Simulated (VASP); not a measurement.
Output of a VASP run:

OSZICAR:
```
...
DAV:   2    -0.135727159702E+02   -0.17600E+03   -0.17198E+03  3456   0.298E+02
DAV:   3    -0.202068313620E+02   -0.66341E+01   -0.66264E+01  3632   0.670E+01
DAV:   4    -0.203374318097E+02   -0.13060E+00   -0.13058E+00  3552   0.775E+00
DAV:   5    -0.203410116722E+02   -0.35799E-02   -0.35798E-02  3840   0.886E-01    0.845E+00
DAV:   6    -0.186971335144E+02    0.16439E+01   -0.92151E+00  2688   0.240E+01    0.460E+00
DAV:   7    -0.186443833334E+02    0.52750E-01   -0.34594E-01  3496   0.533E+00    0.228E+00
DAV:   8    -0.186127152497E+02    0.31668E-01   -0.48330E-02  3136   0.249E+00    0.283E-01
DAV:   9    -0.186141354135E+02   -0.14202E-02   -0.10854E-02  3696   0.645E-01    0.135E-01
DAV:  10    -0.186148450748E+02   -0.70966E-03   -0.21185E-03  2728   0.335E-01    0.421E-02
DAV:  11    -0.186148113230E+02    0.33752E-04   -0.31573E-04  3448   0.130E-01    0.147E-02
DAV:  12    -0.186148178706E+02   -0.65476E-05   -0.48729E-05  2792   0.498E-02    0.107E-02
DAV:  13    -0.186148148524E+02    0.30182E-05   -0.15460E-05  3728   0.271E-02    0.109E-03
DAV:  14    -0.186148148635E+02   -0.11076E-07   -0.20590E-07  2904   0.406E-03    0.880E-04
DAV:  15    -0.186148148626E+02    0.91450E-09   -0.22184E-08  3624   0.100E-03    0.161E-04
DAV:  16    -0.186148148626E+02    0.26830E-10   -0.92696E-10  2408   0.239E-04
   1 F= -.18614815E+02 E0= -.18614815E+02  d E =-.186148E+02
       N       E                     dE             d eps       ncg     rms          rms(c)
DAV:   1    -0.190240459480E+02   -0.40923E+00   -0.83511E+00  2688   0.264E+01    0.511E+00
DAV:   2    -0.186663343862E+02    0.35771E+00   -0.22669E+00  2688   0.114E+01    0.877E-01
DAV:   3    -0.186370850031E+02    0.29249E-01   -0.83030E-02  2880   0.269E+00    0.490E-01
DAV:   4    -0.186295455808E+02    0.75394E-02   -0.41985E-02  3944   0.143E+00    0.166E-01
DAV:   5    -0.186296671934E+02   -0.12161E-03   -0.18953E-03  2832   0.316E-01    0.981E-02
DAV:   6    -0.186299304578E+02   -0.26326E-03   -0.62849E-04  3432   0.215E-01    0.532E-02
DAV:   7    -0.186299044580E+02    0.26000E-04   -0.15846E-04  2928   0.101E-01    0.103E-02
DAV:   8    -0.186299049329E+02   -0.47489E-06   -0.65425E-06  3568   0.215E-02    0.270E-03
DAV:   9    -0.186299049719E+02   -0.39063E-07   -0.19128E-07  3304   0.319E-03    0.118E-03
DAV:  10    -0.186299049739E+02   -0.19563E-08   -0.18471E-08  3264   0.112E-03    0.174E-04
DAV:  11    -0.186299049740E+02   -0.17690E-09   -0.15143E-09  2656   0.298E-04
   2 F= -.18629905E+02 E0= -.18629905E+02  d E =-.150901E-01
       N       E                     dE             d eps       ncg     rms          rms(c)
DAV:   1    -0.186362950903E+02   -0.63901E-02   -0.12937E-01  2688   0.327E+00    0.628E-01
DAV:   2    -0.186307843014E+02    0.55108E-02   -0.33641E-02  2688   0.139E+00    0.103E-01
DAV:   3    -0.186303495142E+02    0.43479E-03   -0.11195E-03  2800   0.311E-01    0.609E-02
DAV:   4    -0.186302338889E+02    0.11563E-03   -0.64448E-04  3904   0.173E-01    0.192E-02
DAV:   5    -0.186302355772E+02   -0.16883E-05   -0.19975E-05  2800   0.361E-02    0.116E-02
DAV:   6    -0.186302394025E+02   -0.38253E-05   -0.71457E-06  3568   0.231E-02    0.541E-03
DAV:   7    -0.186302391979E+02    0.20459E-06   -0.14195E-06  2952   0.944E-03    0.126E-03
DAV:   8    -0.186302392039E+02   -0.59440E-08   -0.65363E-08  3728   0.219E-03    0.310E-04
DAV:   9    -0.186302392044E+02   -0.53387E-09   -0.18628E-09  2880   0.302E-04
   3 F= -.18630239E+02 E0= -.18630239E+02  d E =-.154243E-01
```

### OUTCAR
```
------------------------ aborting loop because EDIFF is reached ----------------------------------------
  FORCE on cell =-STRESS in cart. coord.  units (eV):
  Direction    XX          YY          ZZ          XY          YZ          ZX
  --------------------------------------------------------------------------------------
  Total        0.0006313      0.0006313      0.0006313      0.0000000      0.0000000     -0.0000000
  in kB        0.0179227      0.0179227      0.0179227      0.0000000      0.0000000     -0.0000000
  external PRESSURE =       0.0179227 kB  Pullay stress =       0.0000000 kB
  volume of cell :       56.44
      direct lattice vectors                 reciprocal lattice vectors
     0.000000000  3.044442923  3.044442923    -0.164233659  0.164233659  0.164233659
     3.044442923  0.000000000  3.044442923     0.164233659 -0.164233659  0.164233659
     3.044442923  3.044442923  0.000000000     0.164233659  0.164233659 -0.164233659
 POSITION                                       TOTAL-FORCE (eV/Angst)
 -----------------------------------------------------------------------------------
      0.00000      0.00000      0.00000        -0.000000      0.000000     -0.000000
      1.52222      1.52222      1.52222        -0.000000     -0.000000     -0.000000
      4.56666      4.56666      4.56666         0.000000      0.000000      0.000000
 -----------------------------------------------------------------------------------
    total drift:                                0.000000      0.000000      0.000000
  FREE ENERGIE OF THE ION-ELECTRON SYSTEM (eV)
  ---------------------------------------------------
  free  energy   TOTEN  =       -18.6302392044 eV

  energy  without entropy=      -18.6302392044  energy(sigma->0) =      -18.63023920

 reached required accuracy - stopping structural energy minimisation
```
(Selected blocks of OUTCAR.)

POSCAR:
```
BaF2
1
    0.0000000000     3.0811140000     3.0811140000
    3.0811140000     0.0000000000     3.0811140000
    3.0811140000     3.0811140000     0.0000000000
Ba F
1 2
Direct
  0.0000000000   0.0000000000   0.0000000000
  0.2500000000   0.2500000000   0.2500000000
  0.7500000000   0.7500000000   0.7500000000
```

**Question.** Reconstruct the remaining input files.

**Answer.** Several could match; the one computed here: the input of the run itself, LDA (Ceperley-Alder, Perdew-Zunger), plane waves, VASP's LDA PAW potentials (set 64).

### KPOINTS
```
Automatic
0
gamma
  13 13 13
```

**INCAR**
```
SYSTEM = BaF2
PREC = Accurate
ENCUT = 560
EDIFF = 1E-09
NELM = 100
ALGO = Normal
LREAL = .FALSE.
LASPH = .TRUE.
ISMEAR = 0
SIGMA = 0.01
LMAXMIX = 4
LWAVE = .FALSE.
LCHARG = .FALSE.
ISIF = 3
IBRION = 2
NSW = 50
EDIFFG = -0.005
```

POTCAR, in this order: Ba_sv F (LDA.64 set). Program: vasp_std.

Energy and stress use the plane-wave basis of the starting cell.

The structure comes from a computed database's BaF2 entry; how it stands against other phases isn't given here. This run relaxes it. Symmetry was kept, so distortions that lower it aren't found. The run is one of a series of settings (EDIFF = 1E-09, EDIFFG = -0.005, ENCUT = 560, IBRION = 2, ISIF = 3, NSW = 50, KPOINTS 13×13×13 Γ-centred mesh against the base run), some of them coarse on purpose.
